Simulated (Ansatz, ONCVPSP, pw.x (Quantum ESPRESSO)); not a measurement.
**pw.x on bcc Hf: one setting changed**

Potential: optimised norm-conserving Vanderbilt (ONCV), ONCVPSP 4.0.1.1 (patched build), PBE; core [Kr] 4d10 4f14, reference 5s2 5p6 5d2 6s2; waves: 5s+6s: rc 1.75 bohr, ncon 4, nbas 9, qcut 9.1 1/bohr, 3 projectors, debl 2.2 Ha; 5p: rc 2.15 bohr, ncon 5, nbas 9, qcut 4.1 1/bohr, 1 projector; 5d: rc 3.00 bohr, ncon 3, nbas 8, qcut 4.2 1/bohr, 2 projectors, debl 2.8 Ha; local part: polynomial inside 1.30 bohr (lpopt 5, dvloc0 2 Ha); core correction: polynomial model core, fcfact 0.65.

The reference run (k-mesh 13³, cutoffs 100/400 Ry, Fermi–Dirac 0.01 Ry, mixing_beta 0.4, conv_thr 1e-9, no spin) gives -0.84 GPa at 22.374 Å³/atom, where all-electron LAPW gives 0.21 GPa. This run, with its own iteration cap, changes mixing_ndim to 4.

```
&control
  calculation='scf', prefix='x', pseudo_dir='./', outdir='./tmp', tstress=.true., disk_io='none'
/
&system
  ibrav=0, nat=1, ntyp=1, ecutwfc=100, ecutrho=400, nbnd=14,
  occupations='smearing', smearing='fd', degauss=0.01
/
&electrons
  conv_thr=1e-09, mixing_beta=0.4, electron_maxstep=60, mixing_ndim=4
/
ATOMIC_SPECIES
Hf 1.0 Hf.UPF
CELL_PARAMETERS angstrom
  -1.77512067 1.77512067 1.77512067
  1.77512067 -1.77512067 1.77512067
  1.77512067 1.77512067 -1.77512067
ATOMIC_POSITIONS crystal
Hf 0.0000 0.0000 0.0000
K_POINTS automatic
13 13 13 0 0 0
```

```bash
pw.x < Hf.scf.in > Hf.scf.out
```

**Question.** How does the run end?

**Answer.** It converges in 6 iterations; the free energy moves by +0.0 meV/atom and the pressure by +0.00 GPa. The result is that of the reference run.

```
Message from routine setup:
     using ibrav=0 with symmetry is DISCOURAGED, use correct ibrav instead
     lattice parameter (alat)  =       5.8102  a.u.
     unit-cell volume          =     150.9872 (a.u.)^3
     number of electrons       =        12.00
     number of Kohn-Sham states=           14
     kinetic-energy cutoff     =     100.0000  Ry
     charge density cutoff     =     400.0000  Ry
     scf convergence threshold =      1.0E-09
     Exchange-correlation= PBE
     number of k points=    84  Fermi-Dirac smearing, width (Ry)=  0.0100
     iteration #  1     ecut=   100.00 Ry     beta= 0.40
     total energy              =    -129.76149634 Ry
     estimated scf accuracy    <       0.01453176 Ry
     iteration #  2     ecut=   100.00 Ry     beta= 0.40
     total energy              =    -129.76102938 Ry
     estimated scf accuracy    <       0.00307760 Ry
     iteration #  3     ecut=   100.00 Ry     beta= 0.40
     total energy              =    -129.76136660 Ry
     estimated scf accuracy    <       0.00009606 Ry
     iteration #  4     ecut=   100.00 Ry     beta= 0.40
     total energy              =    -129.76137518 Ry
     estimated scf accuracy    <       0.00000142 Ry
     iteration #  5     ecut=   100.00 Ry     beta= 0.40
     total energy              =    -129.76137573 Ry
     estimated scf accuracy    <       0.00000036 Ry
     iteration #  6     ecut=   100.00 Ry     beta= 0.40
     the Fermi energy is    14.3363 ev
!    total energy              =    -129.76137579 Ry
     estimated scf accuracy    <          6.6E-10 Ry
     smearing contrib. (-TS)   =      -0.00898637 Ry
     The total energy is F=E-TS. E is the sum of the following terms:
     one-electron contribution =     -18.78426383 Ry
     hartree contribution      =      13.80879032 Ry
     xc contribution           =     -46.66529249 Ry
     ewald contribution        =     -78.11162341 Ry
     convergence has been achieved in   6 iterations
          total   stress  (Ry/bohr**3)                   (kbar)     P=       -8.44
     Message from routine punch:
     Nothing written, as per user request (disk_io='none')
```

The run took about 55 s on one core of a shared host (Neoverse-N1, 64 threads, 124 GiB, load 60).
